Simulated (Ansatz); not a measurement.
# SnO: equation of state with PBEsol

The system is SnO.

```
CELL_PARAMETERS angstrom
3.81370 0.00000 0.00000
0.00000 3.81370 0.00000
0.00000 0.00000 4.88691
ATOMIC_POSITIONS crystal
Sn 0.50000 0.00000 0.76463
Sn 0.00000 0.50000 0.23537
O 0.00000 0.00000 0.00000
O 0.50000 0.50000 0.00000
```

The cell is a database's computed one.

* Program: Ansatz 0.2.0
* Task: equation of state
* Functional: PBEsol
* Potentials or basis: Ansatz PAW
* Cutoff: 420 eV
* Density cutoff: 1680 eV
* k mesh: 7 × 7 × 6
* Occupations: fermi-dirac, width 0.05 eV
* Spin: no spin polarisation

```yaml
Equilibrium_volume: 17.67 Å³/atom
Bulk_modulus_at_fixed_shape_and_positions: 95 GPa
Pressure_derivative_of_the_bulk_modulus: 4.3
```

Energy against volume, from the lowest point:
| volume (Å³/atom) | energy (meV/atom) |
| --- | --- |
| 16.703 | 17.03 |
| 17.058 | 6.45 |
| 17.414 | 0.95 |
| 17.769 | 0.00 |
| 18.125 | 3.14 |
| 18.480 | 10.01 |
| 18.835 | 20.13 |

All runs of the series together: 19 s on 2 threads of Arm Neoverse V1, with other jobs on the host.

Caveat: the cell was scaled at fixed shape and fractional positions, which overstates the stiffness of a crystal with free parameters, most of all of layers and chains.
